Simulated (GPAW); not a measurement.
# CdSe (F-43m) in GPAW: further runs, part 3 of 3

GPAW 26.7.0.

## Step 4: Second-harmonic response, PBEsol

Contents of run.py:

```python
import numpy as np
import spglib
from ase import Atoms
from ase.dft.bandgap import bandgap
from ase.io import read, write
from gpaw import GPAW, PW, setup_paths
from gpaw.nlopt.matrixel import make_nlodata
from gpaw.nlopt.shg import get_shg
from gpaw.nlopt.shift import get_shift

setup_paths.insert(0, '.')

atoms = read('CdSe.cif')
cell, positions, numbers = spglib.find_primitive(
    (atoms.cell[:], atoms.get_scaled_positions(), atoms.numbers), symprec=1e-4)
atoms = Atoms(numbers, cell=cell, scaled_positions=positions, pbc=True)

calc = GPAW(mode=PW(500),
            xc='PBEsol',
            kpts={'size': (6, 6, 6), 'gamma': True},
            occupations={'name': 'fermi-dirac', 'width': 0.05},
            nbands=18,
            convergence={'density': 1e-06},
            maxiter=50,
            txt='gpaw.txt')
atoms.calc = calc
energy = atoms.get_potential_energy()
calc.write('gs.gpw')
write('result.traj', atoms)
print(f'Energy: {energy:.6f} eV')
print('Fermi level:', round(calc.get_fermi_level(), 4), 'eV')
print(f'Gap: {bandgap(calc)[0]:.4f} eV, direct: {bandgap(calc, direct=True)[0]:.4f} eV')

dense = calc.fixed_density(kpts={'size': (5, 5, 5), 'gamma': True},
                           nbands=25, convergence={'bands': 19},
                           symmetry={'point_group': False}, txt='dense.txt')
dense.write('dense.gpw', mode='all')

nlodata = make_nlodata('dense.gpw', nf=19)
freqs = np.linspace(0, 5, 101)
shg, shift = [freqs], [freqs]
for pol in ['xyz']:
    chi = get_shg(nlodata, freqs=freqs, eta=0.2, pol=pol, gauge='vg', out_name=f'shg_{pol}.npy')[1] * 1e12  # pm/V
    sigma = get_shift(nlodata, freqs=freqs, eta=0.2, pol=pol, out_name=f'shift_{pol}.npy')[1] * 1e6  # uA/V^2
    shg += [chi.real, chi.imag]
    shift += [sigma.real]
    print(f'chi(2) {pol} at zero frequency: {chi[0].real:.3f} pm/V')
np.savetxt('shg.dat', np.array(shg).T, fmt='%.3f')
np.savetxt('shift.dat', np.array(shift).T, fmt='%.3f')
```

Contents of CdSe.cif:

```cif
data_CdSe
_cell_length_a 6.14054240
_cell_length_b 6.14054240
_cell_length_c 6.14054240
_cell_angle_alpha 90.00000000
_cell_angle_beta 90.00000000
_cell_angle_gamma 90.00000000
_space_group_name_H-M_alt 'F-43m'
_space_group_name_Hall 'F -4 2 3'
_space_group_IT_number 216
loop_
_space_group_symop_operation_xyz
'x,y,z'
'y,-x,-z'
'-x,-y,z'
'-y,x,-z'
'x,-y,-z'
'y,x,z'
'-x,y,-z'
'-y,-x,z'
'z,x,y'
'-z,y,-x'
'z,-x,-y'
'-z,-y,x'
'-z,x,-y'
'z,y,x'
'-z,-x,y'
'z,-y,-x'
'y,z,x'
'-x,-z,y'
'-y,z,-x'
'x,-z,-y'
'-y,-z,x'
'x,z,y'
'y,-z,-x'
'-x,z,-y'
'x,y+1/2,z+1/2'
'y,-x+1/2,-z+1/2'
'-x,-y+1/2,z+1/2'
'-y,x+1/2,-z+1/2'
'x,-y+1/2,-z+1/2'
'y,x+1/2,z+1/2'
'-x,y+1/2,-z+1/2'
'-y,-x+1/2,z+1/2'
'z,x+1/2,y+1/2'
'-z,y+1/2,-x+1/2'
'z,-x+1/2,-y+1/2'
'-z,-y+1/2,x+1/2'
'-z,x+1/2,-y+1/2'
'z,y+1/2,x+1/2'
'-z,-x+1/2,y+1/2'
'z,-y+1/2,-x+1/2'
'y,z+1/2,x+1/2'
'-x,-z+1/2,y+1/2'
'-y,z+1/2,-x+1/2'
'x,-z+1/2,-y+1/2'
'-y,-z+1/2,x+1/2'
'x,z+1/2,y+1/2'
'y,-z+1/2,-x+1/2'
'-x,z+1/2,-y+1/2'
'x+1/2,y,z+1/2'
'y+1/2,-x,-z+1/2'
'-x+1/2,-y,z+1/2'
'-y+1/2,x,-z+1/2'
'x+1/2,-y,-z+1/2'
'y+1/2,x,z+1/2'
'-x+1/2,y,-z+1/2'
'-y+1/2,-x,z+1/2'
'z+1/2,x,y+1/2'
'-z+1/2,y,-x+1/2'
'z+1/2,-x,-y+1/2'
'-z+1/2,-y,x+1/2'
'-z+1/2,x,-y+1/2'
'z+1/2,y,x+1/2'
'-z+1/2,-x,y+1/2'
'z+1/2,-y,-x+1/2'
'y+1/2,z,x+1/2'
'-x+1/2,-z,y+1/2'
'-y+1/2,z,-x+1/2'
'x+1/2,-z,-y+1/2'
'-y+1/2,-z,x+1/2'
'x+1/2,z,y+1/2'
'y+1/2,-z,-x+1/2'
'-x+1/2,z,-y+1/2'
'x+1/2,y+1/2,z'
'y+1/2,-x+1/2,-z'
'-x+1/2,-y+1/2,z'
'-y+1/2,x+1/2,-z'
'x+1/2,-y+1/2,-z'
'y+1/2,x+1/2,z'
'-x+1/2,y+1/2,-z'
'-y+1/2,-x+1/2,z'
'z+1/2,x+1/2,y'
'-z+1/2,y+1/2,-x'
'z+1/2,-x+1/2,-y'
'-z+1/2,-y+1/2,x'
'-z+1/2,x+1/2,-y'
'z+1/2,y+1/2,x'
'-z+1/2,-x+1/2,y'
'z+1/2,-y+1/2,-x'
'y+1/2,z+1/2,x'
'-x+1/2,-z+1/2,y'
'-y+1/2,z+1/2,-x'
'x+1/2,-z+1/2,-y'
'-y+1/2,-z+1/2,x'
'x+1/2,z+1/2,y'
'y+1/2,-z+1/2,-x'
'-x+1/2,z+1/2,-y'
loop_
_atom_site_label
_atom_site_type_symbol
_atom_site_symmetry_multiplicity
_atom_site_Wyckoff_symbol
_atom_site_fract_x
_atom_site_fract_y
_atom_site_fract_z
_atom_site_occupancy
Cd1 Cd 4 a 0.0000000000 0.0000000000 0.0000000000 1
Se1 Se 4 d 0.2500000000 0.2500000000 0.7500000000 1
```

Potentials or basis: PAW data sets generated in the run's folder for this functional, pw.

On the command line:

```bash
> gpaw-setup -f PBEsol Cd Se
> OMP_NUM_THREADS=1 python run.py
```

gpaw.txt:

```text
__  _  _
 | _ |_)|_||  |
 |__||  | ||/\| - 26.7.0

Input parameters:
  mode=PW(ecut=500.0),
  convergence={'density': 1e-06},
  kpts=MonkhorstPack(size=(6, 6, 6), gamma=True),
  maxiter=50,
  nbands=18,
  occupations=Occupations(name='fermi-dirac', width=0.05),
  xc=XC(name='PBEsol')

Diagonalizing LCAO Hamiltonian
Converting LCAO to pw mode

                     Se

       Cd

Atoms  # Å, Bohr magnetons
|   | symbol |        x |        y |        z |    initial magnetic moments |
|---|--------|----------|----------|----------|-----------------------------|
| 0 |     Cd | 0.000000 | 0.000000 | 0.000000 | ( 0.0000,  0.0000,  0.0000) |
| 1 |     Se | 4.605407 | 4.605407 | 4.605407 | ( 0.0000,  0.0000,  0.0000) |

Unit cell  # Å
| periodic |        x |        y |        z |  lengths |    angles |
|----------|----------|----------|----------|----------|-----------|
|      yes | 0.000000 | 3.070271 | 3.070271 | 4.342019 | 60.000000 |
|      yes | 3.070271 | 0.000000 | 3.070271 | 4.342019 | 60.000000 |
|      yes | 3.070271 | 3.070271 | 0.000000 | 4.342019 | 60.000000 |

Number of symmetries: 24
Symmetry operations  # r_c * U_cc + t_c -> r_c
|    | kind |            matrix            |
|----|------|------------------------------|
|  0 |  E   |  1, 0, 0,  0, 1, 0,  0, 0, 1 |
|  1 |  σ   |  1, 0, 0,  0, 0, 1,  0, 1, 0 |
|  2 |  σ   |  1, 0,-1,  0, 1,-1,  0, 0,-1 |
|  3 |  C3  |  1, 0,-1,  0, 0,-1,  0, 1,-1 |
|  4 |  C3  |  1,-1, 0,  0,-1, 1,  0,-1, 0 |
|  5 |  σ   |  1,-1, 0,  0,-1, 0,  0,-1, 1 |
[... 115 lines left out ...]
  niter=2

density mixing:
  MSR1-Mixer
  Pratt-step length: 0.05
  Maximum mixing coefficient: 0.75
  Old densities: 10
  SVD Regularization: 0.005
  Good broyden scale: 1.0
  Trust region scale: 1.0
  Backstep threshold: 4.0
  History deletion threshold: 6.0
  Fourier metric: weight=20.0, sigma=0.015

occupation numbers:
  Fermi-Dirac:
    width: 0.0500  # eV

poisson solver:
  ecut: 4000.0  # eV

xc functional:
  name: PBEsol with 2 nearest neighbor stencil

convergence criteria:
- Maximum integral of absolute [dens]ity change: 1e-06 electrons / valence electron
- Maximum [total energy] change in last 3 cyles: 0.0005 eV / valence electron
- Maximum integral of absolute [eigenst]ate change: 4e-08 eV^2 / valence electron
maximum number of iterations: 50

SCF iterations
|iter     | |      energy | eigst |  dens |
|---------|-|-------------|-------|-------|
|iter:   1| |   -6.699748 | -0.68 |       |
|iter:   2| |   -6.625318 | -2.60 | -1.19 |
|iter:   3| |   -6.357753 | -1.68 | -1.24 |
|iter:   4| |   -6.354726 | -3.53 | -1.81 |
|iter:   5| |   -6.354018c| -3.97 | -2.27 |
|iter:   6| |   -6.354026c| -5.51 | -3.11 |
|iter:   7| |   -6.354027c| -6.81 | -3.59 |
|iter:   8| |   -6.354027c| -7.48c| -4.72 |
|iter:   9| |   -6.354027c| -8.03c| -5.15 |
|iter:  10| |   -6.354027c| -8.41c| -6.15c|

Converged in 10 steps
Energy contributions relative to reference atoms: (reference = -218160.641955)

Energy contributions:
  Kinetic:          15.024240
  Coulomb:         -13.874049
  Zero:              0.053940
  External:          0.000000
  Xc:               -7.558090
  Entropy:          -0.000135
  Spinorbit:         0.000000
  ----------------------------
  Free energy:      -6.354095
  Extrapolated:     -6.354027

dipole moment: (-16.993037, -16.993037, -16.993037)  # |e|*Ang

Fermi level: 3.446
Eigenvalues  # (at kpt = [0.000, 0.000, 0.000])
| band index |      eig [eV] | occ [0-2] |
|------------|---------------|-----------|
|          0 |        -9.261 |     2.000 |
|          1 |        -4.576 |     2.000 |
|          2 |        -4.576 |     2.000 |
|          3 |        -4.576 |     2.000 |
|          4 |        -4.222 |     2.000 |
|          5 |        -4.222 |     2.000 |
[... 10 lines left out ...]
|         16 |        15.076 |     0.000 |
|         17 |        15.076 |     0.000 |

Gap: 0.419 eV
Transition (v -> c):
  (s=0, k=0, n=8, [0.00, 0.00, 0.00]) -> (s=0, k=0, n=9, [0.00, 0.00, 0.00])
No difference between direct/indirect transitions
# Writing to gs.gpw (mode='')
```

stdout:

```text
Energy: -6.354027 eV
Fermi level: 3.4463 eV
Gap: 0.4189 eV, direct: 0.4189 eV
Calculating momentum matrix elements for spin channel 0.

Calculation in the vg gauge for element xyz.

Calculation for element xyz.

chi(2) xyz at zero frequency: -4398.688 pm/V
```

dense.txt:

```text
Diagonalizing LCAO Hamiltonian
Converting LCAO to pw mode
convergence criteria:
- Maximum integral of absolute [eigenst]ate change: 4e-08 eV^2 / valence electron
maximum number of iterations: 50

SCF iterations
|iter     | |      energy | eigst |  dens |
|---------|-|-------------|-------|-------|
|iter:   1| |             | +2.48 |       |
|iter:   2| |             | +0.61 |       |
|iter:   3| |             | -1.21 |       |
|iter:   4| |             | -2.92 |       |
|iter:   5| |             | -4.32 |       |
|iter:   6| |             | -5.70 |       |
|iter:   7| |             | -6.93 |       |
|iter:   8| |             | -7.59c|       |
SCF steps: 8
  __  _  _
 | _ |_)|_||  |
 |__||  | ||/\| - 26.7.0

Input parameters:
  mode=PW(ecut=500.0),
  convergence={'bands': 19},
  gpts=array([24, 24, 24]),
  kpts=MonkhorstPack(size=(5, 5, 5), gamma=True),
  maxiter=50,
  nbands=25,
  occupations=Occupations(name='fermi-dirac', width=0.05),
  symmetry=Symmetry(point_group=False),
  xc=XC(name='PBEsol')
# Writing to dense.gpw (mode='all')
```

It took 56 s on 1 thread of Arm Neoverse V1, shared host; peak memory 0.23 GiB.

These settings aren't checked as converged: the numbers below hold their error.

What came out:

```
Free energy            : -6.3541 eV
Band gap on the k mesh : 0.42 eV, direct
```

Caveat: the k mesh is coarse; independent particles: no local fields, no excitons, no shift of the gap; the long-wavelength limit can be off by several per cent where d states take part; an odd mesh through Γ misses points on the zone boundary, where band edges often lie.

## Step 5: RPA correlation energy, PBE

Contents of run.py:

```python
import numpy as np
from ase.io import read
from ase.units import Bohr, Ha
from gpaw import GPAW, PW
from gpaw.hybrids.energy import non_self_consistent_energy
from gpaw.xc.rpa import RPACorrelation

atoms = read('POSCAR')

for x in [0.94, 0.97, 1.0, 1.03, 1.06]:
    ecuts = np.array([160.0, 200.0, 250]) * x**(-2 / 3)  # the same plane waves at each volume
    a = atoms.copy()
    a.set_cell(atoms.cell * x**(1 / 3), scale_atoms=True)
    calc = GPAW(mode=PW(450),
                xc='PBE',
                kpts={'size': (2, 2, 2), 'gamma': True},
                occupations={'name': 'fermi-dirac', 'width': 0.05},
                nbands=18,
                convergence={'density': 1e-06},
                maxiter=75,
                txt=f'gs-{x:.2f}.txt')
    a.calc = calc
    dft = a.get_potential_energy(force_consistent=True)
    calc.write(f'gs-{x:.2f}.gpw')
    exx = non_self_consistent_energy(calc, 'EXX').sum()
    calc.diagonalize_full_hamiltonian(nbands=int(a.get_volume() / Bohr**3 * (ecuts[-1] / Ha)**1.5 * 2**0.5 / 3 / np.pi**2) + 30)
    calc.write(f'full-{x:.2f}.gpw', mode='all')
    ec = RPACorrelation(f'full-{x:.2f}.gpw', ecut=ecuts, nfrequencies=8, skip_gamma=False, txt=f'rpa-{x:.2f}.txt').calculate()
    slope, ec_inf = np.polyfit(ecuts**-1.5, ec, 1)
    print(f'V = {a.get_volume():.4f} A^3: DFT {dft:.5f}, EXX {exx:.5f}, correlation', *ec.round(5), f'extrapolated {ec_inf:.5f}, total {exx + ec_inf:.5f} eV', flush=True)
```

Contents of POSCAR:

```
CdSe
1.0
    0.0000000000      3.0702711986      3.0702711986
    3.0702711986      0.0000000000      3.0702711986
    3.0702711986      3.0702711986      0.0000000000
Cd Se
1 1
Direct
    0.0000000000      0.0000000000      0.0000000000
    0.2500000000      0.2500000000      0.2500000000
```

Potentials or basis: GPAW PAW data sets (gpaw-data 1.2.1), pw.

On the command line:

```bash
> OMP_NUM_THREADS=1 python run.py
```

Standard output:

```text
__  _  _
 | _ |_)|_||  |
 |__||  | ||/\| - 26.7.0

Input parameters:
  mode=PW(ecut=450.00000000000006),
  convergence={'density': 1e-06},
  kpts=MonkhorstPack(size=(2, 2, 2), gamma=True),
  maxiter=75,
  nbands=18,
  occupations=Occupations(name='fermi-dirac', width=0.05),
  xc=XC(name='PBE')

Diagonalizing LCAO Hamiltonian
Converting LCAO to pw mode

            Se

       Cd

Atoms  # Å, Bohr magnetons
|   | symbol |        x |        y |        z |    initial magnetic moments |
|---|--------|----------|----------|----------|-----------------------------|
| 0 |     Cd | 0.000000 | 0.000000 | 0.000000 | ( 0.0000,  0.0000,  0.0000) |
| 1 |     Se | 1.503798 | 1.503798 | 1.503798 | ( 0.0000,  0.0000,  0.0000) |

Unit cell  # Å
| periodic |        x |        y |        z |  lengths |    angles |
|----------|----------|----------|----------|----------|-----------|
|      yes | 0.000000 | 3.007595 | 3.007595 | 4.253382 | 60.000000 |
|      yes | 3.007595 | 0.000000 | 3.007595 | 4.253382 | 60.000000 |
|      yes | 3.007595 | 3.007595 | 0.000000 | 4.253382 | 60.000000 |

Number of symmetries: 24
Symmetry operations  # r_c * U_cc + t_c -> r_c
|    | kind |            matrix            |
|----|------|------------------------------|
|  0 |  E   |  1, 0, 0,  0, 1, 0,  0, 0, 1 |
|  1 |  σ   |  1, 0, 0,  0, 0, 1,  0, 1, 0 |
|  2 |  σ   |  1, 0,-1,  0, 1,-1,  0, 0,-1 |
|  3 |  C3  |  1, 0,-1,  0, 0,-1,  0, 1,-1 |
|  4 |  C3  |  1,-1, 0,  0,-1, 1,  0,-1, 0 |
|  5 |  σ   |  1,-1, 0,  0,-1, 0,  0,-1, 1 |
[... 113 lines left out ...]
  SVD Regularization: 0.005
  Good broyden scale: 1.0
  Trust region scale: 1.0
  Backstep threshold: 4.0
  History deletion threshold: 6.0
  Fourier metric: weight=20.0, sigma=0.015

occupation numbers:
  Fermi-Dirac:
    width: 0.0500  # eV

poisson solver:
  ecut: 3600.0000000000005  # eV

xc functional:
  name: PBE with 2 nearest neighbor stencil

convergence criteria:
- Maximum integral of absolute [dens]ity change: 1e-06 electrons / valence electron
- Maximum [total energy] change in last 3 cyles: 0.0005 eV / valence electron
- Maximum integral of absolute [eigenst]ate change: 4e-08 eV^2 / valence electron
maximum number of iterations: 75

SCF iterations
|iter     | |      energy | eigst |  dens |
|---------|-|-------------|-------|-------|
|iter:   1| |   -5.015069 | -0.67 |       |
|iter:   2| |   -4.888856 | -2.56 | -1.06 |
|iter:   3| |   -4.413009 | -1.41 | -1.10 |
|iter:   4| |   -4.413962 | -3.26 | -1.69 |
|iter:   5| |   -4.414211c| -3.77 | -2.13 |
|iter:   6| |   -4.414333c| -5.08 | -2.79 |
|iter:   7| |   -4.414350c| -6.49 | -3.47 |
|iter:   8| |   -4.414353c| -7.84c| -4.41 |
|iter:   9| |   -4.414353c| -8.03c| -5.08 |
|iter:  10| |   -4.414353c| -8.90c| -5.99 |
|iter:  11| |   -4.414353c| -9.43c| -6.51c|

Converged in 11 steps
Energy contributions relative to reference atoms: (reference = -218276.650467)

Energy contributions:
  Kinetic:          28.380708
  Coulomb:         -23.587599
  Zero:              0.043095
  External:          0.000000
  Xc:               -9.249795
  Entropy:          -0.001524
  Spinorbit:         0.000000
  ----------------------------
  Free energy:      -4.415115
  Extrapolated:     -4.414353

dipole moment: (-22.920951, -22.920951, -22.920951)  # |e|*Ang

Fermi level: 4.604
Eigenvalues  # (at kpt = [0.000, 0.000, 0.000])
| band index |      eig [eV] | occ [0-2] |
|------------|---------------|-----------|
|          0 |        -8.405 |     2.000 |
|          1 |        -4.049 |     2.000 |
|          2 |        -4.049 |     2.000 |
|          3 |        -4.049 |     2.000 |
|          4 |        -3.668 |     2.000 |
|          5 |        -3.668 |     2.000 |
[... 10 lines left out ...]
|         16 |        16.238 |     0.000 |
|         17 |        16.238 |     0.000 |

Gap: 0.516 eV
Transition (v -> c):
  (s=0, k=0, n=8, [0.00, 0.00, 0.00]) -> (s=0, k=0, n=9, [0.00, 0.00, 0.00])
No difference between direct/indirect transitions
# Writing to gs-0.94.gpw (mode='')

Matrix size: 1243x1243
# Writing to full-0.94.gpw (mode='all')
```

stdout:

```text
IBZ(<points: 3, symmetries: 24>)
Occupied bands: 10
DFT energy: -4.414352881523676 eV
minus DFT-XC energy: 9.249794992285373 eV
Core-core contribution:          -6147.798
Valence-core contribution:        -167.040
Valence-valence contribution:     -184.654
V = 54.4112 A^3: DFT -4.41512, EXX 92.06888, correlation -24.8222 -25.39672 -25.79846 extrapolated -26.82545, total 65.24343 eV
IBZ(<points: 3, symmetries: 24>)
Occupied bands: 10
DFT energy: -4.494978254624044 eV
minus DFT-XC energy: 8.809110307704206 eV
Core-core contribution:          -6147.798
Valence-core contribution:        -166.960
Valence-valence contribution:     -184.298
V = 56.1477 A^3: DFT -4.49635, EXX 91.98416, correlation -26.45513 -27.04141 -27.45137 extrapolated -28.49939, total 63.48477 eV
IBZ(<points: 3, symmetries: 24>)
[... 8 lines left out ...]
Occupied bands: 10
DFT energy: -4.594714949633654 eV
minus DFT-XC energy: 7.992922186221129 eV
Core-core contribution:          -6147.798
Valence-core contribution:        -166.819
Valence-valence contribution:     -183.556
V = 59.6208 A^3: DFT -4.59858, EXX 91.94990, correlation -31.64833 -32.25838 -32.68376 extrapolated -33.77336, total 58.17655 eV
IBZ(<points: 3, symmetries: 24>)
Occupied bands: 10
DFT energy: -4.619858325663618 eV
minus DFT-XC energy: 7.605507377234221 eV
Core-core contribution:          -6147.798
Valence-core contribution:        -166.757
Valence-valence contribution:     -183.146
V = 61.3573 A^3: DFT -4.62569, EXX 92.01050, correlation -35.67197 -36.29343 -36.7266 extrapolated -37.83646, total 54.17405 eV
```

rpa-0.94.txt:

```text
Non-self-consistent RPA correlation energy

Atoms                          : CdSe
Ground state XC functional     : PBE
Valence electrons              : 18
Number of bands                : 549
Number of spins                : 1
Number of k-points             : 8
Number of irreducible k-points : 3
Number of irreducible q-points : 3

    q: [0.0000 0.0000 0.0000] - weight: 0.125
    q: [0.5000 0.5000 0.0000] - weight: 0.375
    q: [0.5000 0.5000 0.5000] - weight: 0.500

Analytical coupling constant integration

Frequencies
    Gauss-Legendre integration with 8 frequency points
    Transformed from [0,oo] to [0,1] using e^[-aw^(1/B)]
    Highest frequency point at 800.0 eV and B=2.0

    G-vector decomposition        : 1

Response function bands : Equal to number of plane waves
Plane wave cutoffs (eV) : 166.738 208.423 260.528
No Coulomb truncation

# 0
q = [0.000 0.000 0.000]
E_cut = 166 eV / Bands = 283:
E_c(q) = -81.739 eV
E_cut = 208 eV / Bands = 339:
E_c(q) = -82.023 eV
E_cut = 260 eV / Bands = 531:
E_c(q) = -82.606 eV

# 1
q = [0.500 0.500 0.000]
E_cut = 166 eV / Bands = 254:
E_c(q) = -16.596 eV
E_cut = 208 eV / Bands = 388:
E_c(q) = -17.312 eV
E_cut = 260 eV / Bands = 524:
E_c(q) = -17.675 eV

# 2
q = [0.500 0.500 0.500]
E_cut = 166 eV / Bands = 266:
E_c(q) = -16.763 eV
E_cut = 208 eV / Bands = 368:
E_c(q) = -17.304 eV
E_cut = 260 eV / Bands = 502:
E_c(q) = -17.689 eV

==========================================================

Total correlation energy:
   167:   -24.8222 eV
   208:   -25.3967 eV
   261:   -25.7985 eV

Extrapolated energies:
   167 - 208:  -26.842 eV
   208 - 261:  -26.809 eV
```

Wall time 6.6 min (1 thread of Arm Neoverse V1, shared host); peak memory 0.7 GiB.

The run converged, but some of its settings lie outside the range that counts as converged, so its numbers aren't taken as properties of the crystal.

What came out:

- Equilibrium volume: outside the volumes run

Caveat: the k mesh is coarse (spacing up to 0.89 Å⁻¹), so the values aren't converged; the long-wavelength limit can be off by several per cent where d states take part.
